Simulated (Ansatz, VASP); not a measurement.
**Two plane-wave programs on SnSe**

```
CELL_PARAMETERS angstrom
0.00000 2.94854 2.94854
2.94854 0.00000 2.94854
2.94854 2.94854 0.00000
ATOMIC_POSITIONS crystal
Sn 0.00000 0.00000 0.00000
Se 0.50000 0.50000 0.50000
```

Alike in both runs: functional LDA; k mesh 14 × 14 × 14; occupations fermi-dirac, width 0.05 eV; no spin polarisation.

Ansatz relaxed the structure, and its values are those at the end. VASP's run is a single point on that final structure, the one shown.

|  | VASP | Ansatz |
| --- | --- | --- |
| version | VASP 6.6.1 | Ansatz 0.2.0 |
| potentials or method | VASP PAW LDA potentials, release 64 (Sn_d, Se) | PAW with Ansatz's default frozen-core files, scalar-relativistic |
| plane-wave cutoff (eV) | 520 | 420 |
| valence electrons in the cell | 20 | 30 |

|  | VASP | Ansatz | Ansatz less VASP |
| --- | --- | --- | --- |
| pressure (GPa) | 0.1 | 0.0 | -0.13 |

The two sets of potentials don't hold the same shells in valence.
